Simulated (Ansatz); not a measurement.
Wanted: the native input for an Ansatz 0.2.0 run.

- Task: single point
- Functional: PBEsol0
- Potentials or basis: Ansatz PAW
- Cutoff: 420 eV (not typed: the program's choice for these potentials)
- k mesh: 5 × 5 × 5
- Occupations: fermi-dirac, width 0.05 eV
- Spin: no spin polarisation

The system is AlCu.

```xyz
2
Lattice="0.0000 2.2568 2.2568 2.2568 0.0000 2.2568 2.2568 2.2568 0.0000" Properties=species:S:1:pos:R:3 pbc="T T T"
Al    3.3852    3.3852    3.3852
Cu    0.0000    0.0000    0.0000
```

The cell was built by a generator and needn't be a form met in nature.

The input as run:

input

```
crystal:
  lattice:
    - [0.0, 2.25676728, 2.25676728]
    - [2.25676728, 0.0, 2.25676728]
    - [2.25676728, 2.25676728, 0.0]
  atoms:
    - { symbol: Al, position: [0.75, 0.75, 0.75] }
    - { symbol: Cu, position: [0.0, 0.0, 0.0] }
hamiltonian:
  xc: { exchange: pbesol, correlation: pbesol, exx: { coeff: 0.25 } }
  pseudopotentials: { kind: paw }
kpoints:
  mp_grid: { grid: [5, 5, 5] }
scf:
  occupations: { method: fermi_dirac, width: 0.05 }
output:
  forces: true
  stress: true
  eigenvalues: true
```

Results of the run:

- Pressure: 106.4 GPa
- Band gap on the k mesh: none (metal or under the smearing width)

Caveat: the k mesh is coarse (spacing up to 0.48 Å⁻¹), so the values aren't converged, least of all with exact exchange; a pressure of tens of GPa on the cell as given is suspect, and the run, the potentials or the cell itself is likely at fault; the PAW data sets come from PBE, with cores solved anew for the run's functional, which leaves a small shift of forces and pressure; the thresholds are loose for stress.

It took 9 s on 1 × NVIDIA H100 80GB HBM3 with 2 threads of AMD EPYC 7R13 Processor (Zen 3), with other jobs on the host, peak memory 1.6 GiB.
